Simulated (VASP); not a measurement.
Wanted: the native input for a VASP 6.6.1 run.

| Item | Value |
| --- | --- |
| Task | single point |
| Functional | PBE |
| Potentials or basis | VASP PAW PBE potentials, release 64 (Ni) |
| Cutoff | 520 eV |
| k mesh | 16 × 16 × 16 |
| Occupations | gaussian, width 0.1 eV |
| Spin | collinear spin, ferromagnetic start |
| Starting moments | [0.8] μB |
| Further INCAR settings | ALGO = Fast; EDIFF = 1e-07 |

The structure of Ni lies in POSCAR:

```
Ni
1.0
    0.0000000000      1.7619350000      1.7619350000
    1.7619350000      0.0000000000      1.7619350000
    1.7619350000      1.7619350000      0.0000000000
Ni
1
Direct
    0.0000000000      0.0000000000      0.0000000000
```

The input as run:

INCAR

```
ALGO = Fast
EDIFF = 1E-7
ENCUT = 520
GGA = PE
ISIF = 2
ISMEAR = 0
ISPIN = 2
LASPH = T
LCHARG = F
LMAXMIX = 4
LORBIT = 11
LREAL = F
LWAVE = F
MAGMOM = 0.8
NELM = 120
PREC = Accurate
SIGMA = 0.1
```

KPOINTS

```
k-points
0
Gamma
  16 16 16
```

Potentials or basis: VASP PAW PBE potentials, release 64 (Ni).

Launch:

```bash
$ cat potpaw_PBE.64/Ni/POTCAR > POTCAR
$ mpirun -np 1 vasp_std > vasp.out
```

It gave:

```yaml
Pressure: -1.2 GPa
Band_gap_on_the_k_mesh: none (metal or under the smearing width)
Net_moment: 0.60 μB per cell
Site_moments: Ni +0.61 μB
Valence_electrons_inside_the_program's_atomic_spheres: Ni 9.30
```

Wall time 29 s on 1 thread of Intel(R) Xeon(R) Platinum 8259CL CPU @ 2.50GHz (Skylake/Cascade Lake) (shared host), peak memory 0.15 GiB.
